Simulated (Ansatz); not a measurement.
# Ta4N5: properties at the relaxed cell

One table from this session's results is given with a row withheld; the runs are named, their logs left out.

Method: DFT PBEsol, scalar-relativistic, plane waves, PAW, in Ansatz 0.2.0.

1 further run of the same task is left out (set aside as unsound or not needed).

## The structure to begin with

It takes space group I4/m (No. 87, tetragonal). Conventional cell: a = 6.826 Å, b = 6.826 Å, c = 4.254 Å, α = 90.00°, β = 90.00°, γ = 90.00°. Ta (site symmetry m) has 6 N at 2.07 to 2.21 Å as nearest neighbours. N (site symmetry 4/m) is surrounded by 4 Ta at 2.07 Å. N (site symmetry m) is surrounded by 5 Ta at 2.13 to 2.21 Å.

Structure file:

```cif
data_structure
_symmetry_space_group_name_H-M 'I4/m'
_symmetry_Int_Tables_number 87
_cell_length_a 6.8256
_cell_length_b 6.8256
_cell_length_c 4.2538
_cell_angle_alpha 90.000
_cell_angle_beta 90.000
_cell_angle_gamma 90.000
_cell_volume 198.18
loop_
_atom_site_label
_atom_site_type_symbol
_atom_site_symmetry_multiplicity
_atom_site_Wyckoff_symbol
_atom_site_fract_x
_atom_site_fract_y
_atom_site_fract_z
_atom_site_occupancy
Ta1 Ta 8 h 0.10487 0.71562 0.50000 1
N1 N 2 b 0.00000 0.00000 0.50000 1
N2 N 8 h 0.80592 0.59183 0.50000 1
```

It goes back to an entry of the Materials Project, which need not be the stable form.

This cell was relaxed beforehand with the same method: volume 11.01 Å³/atom, gap on the mesh none (metal).

Set-up of the first run:

input.yaml

```yaml
crystal:
  lattice:
    - [-3.3783246912, 3.3783246912, 2.1054035641]
    - [3.3783246912, -3.3783246912, 2.1054035641]
    - [3.3783246912, 3.3783246912, -2.1054035641]
  atoms:
    - { symbol: Ta, position: [0.7843847855, 0.6048724996, 0.3892572851] }
    - { symbol: Ta, position: [0.3951275004, 0.7843847855, 0.1795122859] }
    - { symbol: Ta, position: [0.6048724996, 0.2156152145, 0.8204877141] }
    - { symbol: Ta, position: [0.2156152145, 0.3951275004, 0.6107427149] }
    - { symbol: "N", position: [0.5, 0.5, 0.0] }
    - { symbol: "N", position: [0.9081725663, 0.3059167656, 0.2140893319] }
    - { symbol: "N", position: [0.6940832344, 0.9081725663, 0.6022558007] }
    - { symbol: "N", position: [0.3059167656, 0.0918274337, 0.3977441993] }
    - { symbol: "N", position: [0.0918274337, 0.6940832344, 0.7859106681] }
basis:
  ecutwfc: 420
kpoints:
  mp_grid: { grid: [10, 10, 10] }
hamiltonian:
  xc: pbesol
scf:
  occupations: { method: gaussian, width: 0.1 }
output:
  forces: true
  stress: true
  eigenvalues: true
relax:
  adjacent_minimum: "off"
  f_tol: 0.01
  max_steps: 30
  cell: { stress_tol: 0.1, fix: [volume] }
```

Launch:

```sh
$ ansatz run input.yaml --threads 2 --pin off --max-ram 5120MiB --backend cpu --events-out ev --progress --plain --runs-dir out
```

Among the steps run: The cell scaled to 0.97 of its volume; Point at V/V0 = 1.03; Volume × 0.94; Volume × 1.06; The cell scaled to 0.91 of its volume; The cell scaled to 1.10 of its volume; Point at V/V0 = 0.88.

One of the session's tables, all rows but one given; the rest of the session is left out.

It belongs to the step «Energy against volume». 

| volume (Å³/atom) | energy above the lowest point (meV/atom) | pressure (GPa) |
| --- | --- | --- |
| 9.689 | 190.8 | 51.52 |
| 10.019 | ? | ? |
| 10.349 | 42.7 | 21.85 |
| 10.680 | 10.1 | 10.08 |
| 11.010 | 0.0 | 0.00 |
| 11.340 | 9.2 | -8.63 |
| 11.671 | 34.7 | -15.98 |
| 12.111 | 90.2 | -24.07 |

Estimate the missing values for volume (Å³/atom) = 10.019.

Worked estimate for «energy above the lowest point (meV/atom)». A straight line through the neighbours (9.689, 190.8) and (10.349, 42.7) gives 190.8 + (42.7 − 190.8) × (10.019 − 9.689) / (10.349 − 9.689) = 116.8; a parabola fitted to 3 rows on both sides gives 102.9.

As computed: energy above the lowest point (meV/atom): 101.5; pressure (GPa): 35.56. In «energy above the lowest point (meV/atom)» the line misses by +15.3 and the parabola by +1.4.

To keep in mind: Spin polarisation is off in the runs that give these values; a magnetic solution could lie lower.
